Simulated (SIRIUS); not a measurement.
The system is HgTe (Coloradoite).

```
Hg Te
1.0
     0.00000    3.21450    3.21450
     3.21450    0.00000    3.21450
     3.21450    3.21450    0.00000
Hg Te
1 1
Direct
  0.00000 0.00000 0.00000
  0.75000 0.75000 0.75000
```

Base run:

```yaml
Program: SIRIUS 7.12.0
Functional: LDA
Potentials_or_basis: PseudoDojo 0.4.1 PBE standard (scalar relativistic)
Cutoff: 1102 eV
Density_cutoff: 4408 eV
k_mesh: 6 × 6 × 6
Occupations: fermi-dirac, width 0.05 eV
Spin: no spin polarisation
```

Its results: band gap on the k mesh 0.00 eV; pressure 0.4 GPa.

The run is repeated on the same cell with these changes: functional from LDA to RPBE; libxc names from ["XC_LDA_X", "XC_LDA_C_PW"] to ["XC_GGA_X_RPBE", "XC_GGA_C_PBE"]. What comes out?

Band gap on the k mesh 0.00 eV; pressure 6.4 GPa.

Caveats: the potentials were made for another functional, which shifts forces and pressure; spin-orbit coupling is left out, which moves the levels of the heavy elements.

A k mesh can miss the band edges.

Not every run made on this cell is shown here.
